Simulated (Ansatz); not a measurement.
**Bi2Te3 (R3m): exact exchange against the cheap answer**

Aim: see how the gap and pressure of Bi2Te3 (R3m) move with the amount and range of exact exchange, and what each run costs.

Method: DFT at several levels, plane waves, PAW, in Ansatz 0.2.0.

4 further runs of the same task are left out: 3 that didn't finish, 1 set aside as unsound or not needed. Runs told in other sessions of the task aren't counted.

### Step 1. The structure to begin with

Symmetry: R-3m, No. 166, trigonal system. Conventional cell: a = 4.434 Å, b = 4.434 Å, c = 29.617 Å, α = 90.00°, β = 90.00°, γ = 120.00°. Around Bi (site symmetry 3m) lie 3 Te at 3.11 Å and 3 Bi at 3.42 Å. Te (site symmetry -3m) has 6 Te at 3.26 Å in its first shell of neighbours. Te (site symmetry 3m) has 3 Bi at 3.11 Å and 3 Te at 3.26 Å in its first shell of neighbours.

Structure file:

```
CELL_PARAMETERS angstrom
2.21678 1.27986 9.87249
-2.21678 1.27986 9.87249
0.00000 -2.55972 9.87249
ATOMIC_POSITIONS crystal
Bi 0.81008 0.81008 0.81008
Bi 0.39992 0.39992 0.39992
Te 0.60500 0.60500 0.60500
Te 0.20324 0.20324 0.20324
Te 0.00676 0.00676 0.00676
```

At PBE, an earlier run found 0.77 GPa for this cell of 33.612 Å³/atom (6×6×6 mesh), no gap.

All runs below keep this geometry.

Levels to run, all on a 6×6×6 mesh: PBE; HSE06 form (fraction 0.5); HSE06 + D3(BJ). Hardware: 4 threads of Arm Neoverse V1, shared host.

### Step 2. PBE

Input file input.yaml:

```yaml
crystal:
  lattice:
    - [2.2167829811, 1.2798602508, 9.8724877558]
    - [-2.2167829811, 1.2798602508, 9.8724877558]
    - [0.0, -2.5597205017, 9.8724877557]
  atoms:
    - { symbol: Bi, position: [0.8100778016, 0.8100778016, 0.8100778016] }
    - { symbol: Bi, position: [0.3999227366, 0.3999227366, 0.3999227366] }
    - { symbol: Te, position: [0.6049964202, 0.6049964202, 0.6049964202] }
    - { symbol: Te, position: [0.2032426597, 0.2032426597, 0.2032426597] }
    - { symbol: Te, position: [0.0067603818, 0.0067603818, 0.0067603818] }
basis:
  ecutwfc: 420
  ecutrho_ratio: 4
kpoints:
  mp_grid: { grid: [6, 6, 6] }
hamiltonian:
  xc: pbe
scf:
  occupations: { method: gaussian, width: 0.05 }
output:
  forces: true
  stress: true
  eigenvalues: true
  populations: true
  write_density: true
  write_potential: true
  elf: true
  volumetric_format: npy
```

Started as:

```bash
$ ansatz run input.yaml --threads 4 --pin off --max-ram 8192MiB --backend cpu --events-out ev --progress --plain --runs-dir out
```

Further steps of the session: HSE06 form (fraction 0.5); HSE06 + D3(BJ).

Q: Predict the outcome of this session. Wanted: for each run, exact exchange; change of gap; pressure.

As calculated:

| level | exact exchange | gap on the mesh (eV) | change of gap (eV) | pressure (GPa) | wall time | CPU time |
| --- | --- | --- | --- | --- | --- | --- |
| PBE | 0.00 | metal | 0 | 0.8 | 7.4 s | 29 s |
| HSE06 form (fraction 0.5) | 0.50 | 0.06 | +0.06 | -3.0 | 5.7 min | 21 min |
| HSE06 + D3(BJ) | 0.25 | metal | 0 | -4.0 | 3.7 min | 14 min |

Changes count from PBE. Times are on 4 threads of Arm Neoverse V1, shared host; the hybrid runs also made densities of states.

Exact exchange opens a gap in 1 of 2 runs, where PBE gives a metal. The pressure spans -4.0 to 0.8 GPa, negative where a level wants a smaller cell on this coarse mesh, whose own error is in all of them. Levels with a dispersion term owe part of their pull to it. «metal» means no gap on the mesh; bands that overlap can still move apart without opening one. The median run with exact exchange took 37 times the CPU time of the cheap one. Gaps are over this coarse mesh alone, and total energies of different levels can't be compared. Spin–orbit coupling is left out, though the cell holds Bi; in elements this heavy it can shift levels and gaps by tenths of an eV. The program warned that the SCF threshold is loose for the stress of this hybrid run. No dispersion term is included, so distances between weakly bound layers or units are the least certain numbers.

Real Bi2Te3 has a narrow gap, which semilocal functionals close or nearly close; near the undistorted cell a metallic reading is the functional's, not the solid's.
